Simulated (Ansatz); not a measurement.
## Comparing deformations in MoS$_{2}$

Theory: Ansatz 0.2.0, DFT PBE, scalar-relativistic, plane waves, PAW. The runs took a 420 eV cutoff, a Γ-centred 12×12×2 mesh and Gaussian smearing (0.05 eV). No spin polarisation. Energies are free energies at this smearing, counted from the undisturbed cell; pressure is positive in compression.

The starting cell (relaxed at this level):

```
Mo S
1.0
     3.18558    0.00000    0.00000
    -1.59279    2.75880    0.00000
     0.00000    0.00000   14.51045
Mo S
2 4
Direct
  0.33333 0.66667 0.25000
  0.66667 0.33333 0.75000
  0.33333 0.66667 0.64232
  0.66667 0.33333 0.14232
  0.33333 0.66667 0.85768
  0.66667 0.33333 0.35768
```

The cell holds layers and no dispersion correction was added, so their binding is poorly described.

The cell is strained by ε times a Voigt pattern (xx, yy, zz, yz, xz, xy; engineering shear) with fractional coordinates fixed. τ = (1/V0) dE/dε comes from the stress tensor. Of each scan, only the three points used here are listed.

| pattern | ε | τ (GPa) |
| --- | --- | --- |
| (0, 1, 0, 0, 0, 0) | -0.0150 | -3.31 |
| (0, 1, 0, 0, 0, 0) | 0.0000 | 0.03 |
| (0, 1, 0, 0, 0, 0) | 0.0150 | 3.04 |
| (1, -1, 0, 0, 0, 0) | -0.0150 | -4.43 |
| (1, -1, 0, 0, 0, 0) | 0.0000 | 0.00 |
| (1, -1, 0, 0, 0, 0) | 0.0150 | 4.30 |

Question: Which constants do the scans give, and which deformation costs least for the same size of strain tensor?

Answer: The slope dτ/dε at zero (parabola through three points) is pᵀCp: (0, 1, 0, 0, 0, 0) gives C22 = 212 GPa; (1, -1, 0, 0, 0, 0) gives C11 + C22 − 2 C12 = 291 GPa. The size of the strain tensor, ε:ε, is ε² times 1.0, 2.0. Per unit of it the stiffnesses are 212, 146 GPa, so (1, -1, 0, 0, 0, 0) is the softest of these: at ε:ε = (1 %)² the quadratic term costs 0.97 meV/atom against 1.41 for the stiffest. These are clamped-ion values.

Forces appear on the atoms along this scan, and letting them relax would lower the energy and soften the response.

Cost: 19 runs of about 11 core-minutes in all, on Intel Xeon Processor @ 2.50GHz (Skylake/Cascade Lake) (shared hosts).